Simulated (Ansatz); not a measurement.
# Ge: the cost of one run

Method: DFT PBEsol, scalar-relativistic, plane waves, PAW, in Ansatz 0.2.0.

4 further runs of the same task are left out: 1 that didn't finish, 3 set aside as unsound or not needed.

## Step 1: The structure to begin with

The structure is cubic, space group Fd-3m (No. 227). The conventional cell has a = 5.676 Å, b = 5.676 Å, c = 5.676 Å, α = 90.00°, β = 90.00°, γ = 90.00°. Ge (site symmetry -43m) has 4 Ge at 2.46 Å as nearest neighbours.

Structure file:

```cif
data_structure
_symmetry_space_group_name_H-M 'P 1'
_symmetry_Int_Tables_number 1
_cell_length_a 4.0134
_cell_length_b 4.0134
_cell_length_c 4.0134
_cell_angle_alpha 60.000
_cell_angle_beta 60.000
_cell_angle_gamma 60.000
_cell_volume 45.71
loop_
_atom_site_label
_atom_site_type_symbol
_atom_site_fract_x
_atom_site_fract_y
_atom_site_fract_z
_atom_site_occupancy
Ge1 Ge 0.50000 0.50000 0.50000 1
Ge2 Ge 0.75000 0.75000 0.75000 1
```

This cell was relaxed beforehand with the same method: volume 22.86 Å³/atom, gap on the mesh none (metal).

## Step 2: Zero of the scan

The input, input.yaml:

```yaml
crystal:
  lattice:
    - [0.0, 2.8378807263, 2.8378807263]
    - [2.8378807263, 0.0, 2.8378807263]
    - [2.8378807263, 2.8378807263, 0.0]
  atoms:
    - { symbol: Ge, position: [0.5, 0.5, 0.5] }
    - { symbol: Ge, position: [0.75, 0.75, 0.75] }
basis:
  ecutwfc: 420
kpoints:
  mp_grid: { grid: [20, 20, 20] }
hamiltonian:
  xc: pbesol
scf:
  occupations: { method: gaussian, width: 0.15 }
output:
  forces: true
  stress: true
  eigenvalues: true
```

Command:

```bash
> ansatz run input.yaml --threads 1 --pin off --max-ram 2560MiB --backend cpu --events-out ev --progress --plain --runs-dir out
```

**Question.** How long does this run take on 1 thread of Arm Neoverse V2, shared host, and how much memory does it need?

About 11 s, with a peak of 0.43 GiB.
